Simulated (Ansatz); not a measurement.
The system is Zr.

```
Zr
1.0
     3.23200    0.00000    0.00000
    -1.61600    2.79899    0.00000
     0.00000    0.00000    5.14700
Zr
2
Direct
  0.66667 0.33333 0.75000
  0.33333 0.66667 0.25000
```

- Program: Ansatz 0.2.0
- Task: relaxation of cell and atoms
- Functional: PBE
- Dispersion: D3(BJ)
- Potentials or basis: all-electron LAPW, scalar-relativistic
- Basis error allowed: 0.001 eV/atom
- k mesh: 9 × 9 × 5
- Occupations: fermi-dirac, width 0.05 eV
- Spin: no spin polarisation

At the start: volume 23.28 Å³/atom.

**Question.** How do energy, volume and symmetry change on relaxing?

**Answer.** Over 5 steps the energy falls by 9.2 meV/atom and the volume is 22.46 Å³/atom (-3.5 %); space group P6_3/mmc (No. 194, to 0.05 Å).

The path:
```csv
step,energy change (eV),largest force (eV/Å),volume (Å³)
1,0.0000,0.0000,46.56
2,-0.0182,0.0000,45.02
3,-0.0183,0.0000,44.91
4,-0.0183,0.0000,44.91
5,-0.0183,0.0000,44.91
```

Final structure:
```yaml
crystal:
  lattice:
    - [3.18164, 0.00000, 0.00000]
    - [-1.59082, 2.75538, 0.00000]
    - [0.00000, 0.00000, 5.12330]
  atoms:
    - { symbol: Zr, position: [0.66667, 0.33333, 0.75000] }
    - { symbol: Zr, position: [0.33333, 0.66667, 0.25000] }
```
